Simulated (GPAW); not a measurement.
# How the functional moves the magnetism of free-standing triangular Re monolayer, spacing 2.74 A

Two starts of free-standing triangular Re monolayer, spacing 2.74 A are run at each set of the functional. What moves?

Program: GPAW 26.7.0. Level of theory: several functionals; plane waves with GPAW's PAW setups, scalar-relativistic. Results are calculated unless marked as measured.

Most raw output is cut from this account.

## (1) The structure

The cell holds 1 atom: 1 Re. Its edges and angles: a = 2.740 Å, b = 2.740 Å, c = 14.000 Å, α = 90.0°, β = 90.0°, γ = 120.0°. model lattice. Vacuum lies along c.

## (2) Set 1 (LDA), start ferro +

Each set takes another functional on the same cell and mesh.

The input, order1.py:

```python
import json
import numpy as np
from ase import Atoms
from ase.parallel import paropen, parprint
from gpaw import GPAW

atoms = Atoms(['Re'],
    cell=[[2.74, 0.0, 0.0],
         [-1.37, 2.37291, 0.0],
         [0.0, 0.0, 14.0]],
    scaled_positions=[[0.0, 0.0, 0.5]],
    pbc=True,
    magmoms=[1.0])
atoms.calc = GPAW(mode={'name': 'pw', 'ecut': 600},
    xc='LDA',
    kpts={'size': (12, 12, 1), 'gamma': True},
    occupations={'name': 'fermi-dirac', 'width': 0.1},
    convergence={'density': 1e-05, 'energy': 1e-05},
    maxiter=200,
    symmetry={'tolerance': 1e-4},
    txt='order1.txt')
e = atoms.get_potential_energy(force_consistent=True)
res = {'free_energy': e, 'energy_sigma0': atoms.get_potential_energy(), 'fermi_energy': atoms.calc.get_fermi_level()}
res['moments'] = atoms.get_magnetic_moments().tolist()
res['total'] = atoms.get_magnetic_moment()
parprint('site moments (muB):', np.round(res['moments'], 3))
parprint(f"total moment: {res['total']:.3f} muB")
parprint(f'free energy: {e:.6f} eV')
atoms.calc.write('order1.gpw')
with paropen('results.json', 'w') as f:
    json.dump(res, f)
```

Launch:

```
> OMP_NUM_THREADS=1 python3 order1.py > order1.log
```

Elapsed: 9.7 s, on 1 MPI rank of AMD EPYC 9R45, shared host; peak memory 0.2 GiB.

This step gave:

```
final state : non-magnetic
```

After 14 cycles the seed has died away: no moment is left.

## (3) Set 1 (LDA), start antiferro q=(0,1/2,0) +-

The second start gives the energy difference between the two end states, the quantity that is followed from set to set. Its q is in fractions of the reciprocal vectors of the first run's cell.

order2.py is the script of step 2 with these lines changed:

```diff
@@ -6,12 +6,13 @@
 
-atoms = Atoms(['Re'],
+atoms = Atoms(['Re', 'Re'],
     cell=[[2.74, 0.0, 0.0],
-         [-1.37, 2.37291, 0.0],
+         [-2.74, 4.74582, 0.0],
          [0.0, 0.0, 14.0]],
-    scaled_positions=[[0.0, 0.0, 0.5]],
+    scaled_positions=[[0.0, 0.0, 0.5],
+         [0.0, 0.5, 0.5]],
     pbc=True,
-    magmoms=[1.0])
+    magmoms=[1.0, -1.0])
 atoms.calc = GPAW(mode={'name': 'pw', 'ecut': 600},
     xc='LDA',
-    kpts={'size': (12, 12, 1), 'gamma': True},
+    kpts={'size': (12, 6, 1), 'gamma': True},
     occupations={'name': 'fermi-dirac', 'width': 0.1},
@@ -20,3 +21,3 @@
     symmetry={'tolerance': 1e-4},
-    txt='order1.txt')
+    txt='order2.txt')
 e = atoms.get_potential_energy(force_consistent=True)
@@ -28,3 +29,3 @@
 parprint(f'free energy: {e:.6f} eV')
-atoms.calc.write('order1.gpw')
+atoms.calc.write('order2.gpw')
 with paropen('results.json', 'w') as f:
```

Launch:

```
> OMP_NUM_THREADS=1 python3 order2.py > order2.log
```

Elapsed: 72 s, on 1 MPI rank; peak memory 0.41 GiB.

Read from the output:

```
magnetization  : 0 μB
final state    : antiferromagnetic
largest moment : 0.4399 μB
```

This start lies -0.4 meV a seeded atom from the first; its largest moment is 0.440 μB.

## (4) Set 2 (PBE), start ferro +

order1.py is the script of step 2 with these lines changed:

```diff
@@ -14,3 +14,3 @@
 atoms.calc = GPAW(mode={'name': 'pw', 'ecut': 600},
-    xc='LDA',
+    xc='PBE',
     kpts={'size': (12, 12, 1), 'gamma': True},
```

Launch:

```
> OMP_NUM_THREADS=1 python3 order1.py > order1.log
```

Run time: 13 s. Hardware: 1 MPI rank; peak memory 0.21 GiB.

Numbers from this step:

| Item | Value |
| --- | --- |
| magnetization | 0.8218 μB |
| final state | ferromagnetic |
| largest moment | 0.6266 μB |

The largest moment moves by +0.63 μB from set 1, at 1.4 times its CPU time.

## (5) Set 2 (PBE), start antiferro q=(0,1/2,0) +-

order2.py is the script of step 3 with these lines changed:

```diff
@@ -15,3 +15,3 @@
 atoms.calc = GPAW(mode={'name': 'pw', 'ecut': 600},
-    xc='LDA',
+    xc='PBE',
     kpts={'size': (12, 6, 1), 'gamma': True},
```

Launch:

```
> OMP_NUM_THREADS=1 python3 order2.py > order2.log
```

Run time: 60 s. Hardware: 1 MPI rank; peak memory 0.43 GiB.

Numbers from this step:

| Property | Result |
| --- | --- |
| magnetization | 0 μB |
| final state | antiferromagnetic |
| largest moment | 1.043 μB |

This start lies -68.3 meV a seeded atom from the first, a change of -68.0 meV since set 1; its largest moment is 1.04 μB.

## (6) Set 3 (revPBE), start ferro +

order1.py is the script of step 4 with these lines changed:

```diff
@@ -14,3 +14,3 @@
 atoms.calc = GPAW(mode={'name': 'pw', 'ecut': 600},
-    xc='PBE',
+    xc='revPBE',
     kpts={'size': (12, 12, 1), 'gamma': True},
```

Launch:

```
> OMP_NUM_THREADS=1 python3 order1.py > order1.log
```

Wall time 13 s (1 MPI rank); peak memory 0.21 GiB.

Numbers from this step:

| Property | Result |
| --- | --- |
| magnetization | 0.9379 μB |
| final state | ferromagnetic |
| largest moment | 0.7127 μB |

The largest moment moves by +0.09 μB from set 2, at 0.97 times its CPU time.

## (7) Set 3 (revPBE), start antiferro q=(0,1/2,0) +-

order2.py is the script of step 5 with these lines changed:

```diff
@@ -15,3 +15,3 @@
 atoms.calc = GPAW(mode={'name': 'pw', 'ecut': 600},
-    xc='PBE',
+    xc='revPBE',
     kpts={'size': (12, 6, 1), 'gamma': True},
```

Launch:

```
> OMP_NUM_THREADS=1 python3 order2.py > order2.log
```

It took 63 s on 1 MPI rank; peak memory 0.42 GiB.

Numbers from this step:

```yaml
magnetization: 0 μB
final_state: antiferromagnetic
largest_moment: 1.130 μB
```

This start lies -85.1 meV a seeded atom from the first, a change of -16.7 meV since set 2; its largest moment is 1.13 μB.

## (8) Set 4 (RPBE), start ferro +

order1.py is the script of step 6 with these lines changed:

```diff
@@ -14,3 +14,3 @@
 atoms.calc = GPAW(mode={'name': 'pw', 'ecut': 600},
-    xc='revPBE',
+    xc='RPBE',
     kpts={'size': (12, 12, 1), 'gamma': True},
```

Launch:

```
> OMP_NUM_THREADS=1 python3 order1.py > order1.log
```

Elapsed: 12 s, on 1 MPI rank; peak memory 0.21 GiB.

Numbers from this step:

- magnetization: 0.9710 μB
- final state: ferromagnetic
- largest moment: 0.7369 μB

The largest moment moves by +0.02 μB from set 3, at 0.97 times its CPU time.

## (9) Set 4 (RPBE), start antiferro q=(0,1/2,0) +-

order2.py is the script of step 7 with these lines changed:

```diff
@@ -15,3 +15,3 @@
 atoms.calc = GPAW(mode={'name': 'pw', 'ecut': 600},
-    xc='revPBE',
+    xc='RPBE',
     kpts={'size': (12, 6, 1), 'gamma': True},
```

Launch:

```
> OMP_NUM_THREADS=1 python3 order2.py > order2.log
```

The job ended after 65 s (1 MPI rank; peak memory 0.43 GiB).

Read from the output:

```yaml
magnetization: 0 μB
final_state: antiferromagnetic
largest_moment: 1.150 μB
```

This start lies -89.8 meV a seeded atom from the first, a change of -4.7 meV since set 3; its largest moment is 1.15 μB.

## (10) Set 5 (TPSS), start ferro +

order1.py is the script of step 8 with these lines changed:

```diff
@@ -14,3 +14,3 @@
 atoms.calc = GPAW(mode={'name': 'pw', 'ecut': 600},
-    xc='RPBE',
+    xc='TPSS',
     kpts={'size': (12, 12, 1), 'gamma': True},
@@ -19,2 +19,3 @@
     maxiter=200,
+    eigensolver='davidson',
     symmetry={'tolerance': 1e-4},
```

Launch:

```
> OMP_NUM_THREADS=1 python3 order1.py > order1.log
```

Wall time 5 min (1 MPI rank); peak memory 0.33 GiB.

The run stopped without converging, so none of its numbers is a property of the system.

A smaller mixing step or another start is the usual next try.

## (11) Set 5 (TPSS), start antiferro q=(0,1/2,0) +-

order2.py is the script of step 9 with these lines changed:

```diff
@@ -15,3 +15,3 @@
 atoms.calc = GPAW(mode={'name': 'pw', 'ecut': 600},
-    xc='RPBE',
+    xc='TPSS',
     kpts={'size': (12, 6, 1), 'gamma': True},
@@ -20,2 +20,3 @@
     maxiter=200,
+    eigensolver='davidson',
     symmetry={'tolerance': 1e-4},
```

Launch:

```
> OMP_NUM_THREADS=1 python3 order2.py > order2.log
```

Wall time 26 min (1 MPI rank); peak memory 0.57 GiB.

The energy still jumps by eV from cycle to cycle: the cycles are not settling, and other mixing or another start is needed.

## (12) Side by side

List, by row:

```
set  functional  state from the first start  state from the second start  second less first (meV a seeded atom)  moment, first (μB)  moment, second (μB)  CPU time (s)
   1         LDA                non-magnetic            antiferromagnetic                                -0.3683                   0               0.4399         81.12
   2         PBE               ferromagnetic            antiferromagnetic                                 -68.34              0.6266                1.043         73.27
   3      revPBE               ferromagnetic            antiferromagnetic                                 -85.09              0.7127                 1.13         75.92
   4        RPBE               ferromagnetic            antiferromagnetic                                 -89.77              0.7369                 1.15         77.15
```

## (13) What came out

- range of the moment in the table, second start: 0.440 to 1.15 μB
- range of CPU time: 73 s to 81 s
- range of the energy difference: -89.8 to -0.368 meV a seeded atom

In words: For the second start the functionals give moments from 0.440 to 1.15 μB and energy differences from -89.8 to -0.368 meV a seeded atom, a spread that no finer setting would remove; all use the same cell, so differences in their own lattice constants don't enter. The other start's moment moves more, from 0 to 0.737 μB. Set 5 gave no pair of finished runs and is missing from the table. Not all sets end in the same states, so some differences compare unlike states.

[Logs and program files are shortened in this print: banners, set-up blocks, solver, clock and traceback lines can be left out without a mark of their own.]

[Logs are printed without paths, hosts, clocks, repeated set-up lines and the standing remarks that a program may print on its own settings, such as how far it seeks lower states.]

[Hosts, paths, dates, database ids (printed as entryN), source tags and the programs' standing remarks are cut or masked in the printed files.]

[Where a cell is said to come from a database of computed structures, the database is the Materials Project.]
